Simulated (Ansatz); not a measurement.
## Na under compression and expansion

```
Na
1.0
    -2.10403    2.10403    2.10403
     2.10403   -2.10403    2.10403
     2.10403    2.10403   -2.10403
Na
1
Direct
  0.00000 0.00000 0.00000
```

The cell is the one relaxed in the Materials Project (mp-127), not relaxed further here; entries there can be hypothetical.

Methods: DFT, PBEsol, all-electron LAPW, scalar-relativistic (Ansatz 0.2.0); DFT, PBEsol, PAW with Ansatz's default frozen-core files, scalar-relativistic (Ansatz 0.2.0).

For LAPW: a Γ-centred 12×12×12 k mesh, Fermi–Dirac smearing of 0.05 eV, basis error target 0.25 meV/atom, no spin polarisation. PAW takes a cutoff of 420 eV at this cell (files made with PBE, cores remade for this functional). The Ansatz runs share mesh, smearing and spin set-up. Plane-wave (PAW) pressures include the program's estimate of the Pulay term.

The cell above is scaled evenly, with fractional coordinates and shape held.

```
V/V(cell)  V (Å³/atom)  P, LAPW (GPa)  P, PAW (GPa)
   0.9500       35.395           0.22          0.21
   0.9750       36.326           0.00          0.00
   1.0000       37.258          -0.19         -0.19
   1.0250       38.189          -0.36         -0.36
   1.0500       39.120              ?             ?
```

Fill in the row V/V(cell) = 1.0500.

P, LAPW (GPa) = -0.51, P, PAW (GPa) = -0.51.

What do Birch–Murnaghan fits to the pressures give?

LAPW: V0 = 36.33 Å³/atom, B0 = 8 GPa, B0′ = 3.7; PAW: V0 = 36.32 Å³/atom, B0 = 8 GPa, B0′ = 3.7.

PAW's V0 lies -0.03 % from the all-electron value and its B0 0.2 %. Symmetry fixes shape and coordinates here, so this is the relaxed modulus.
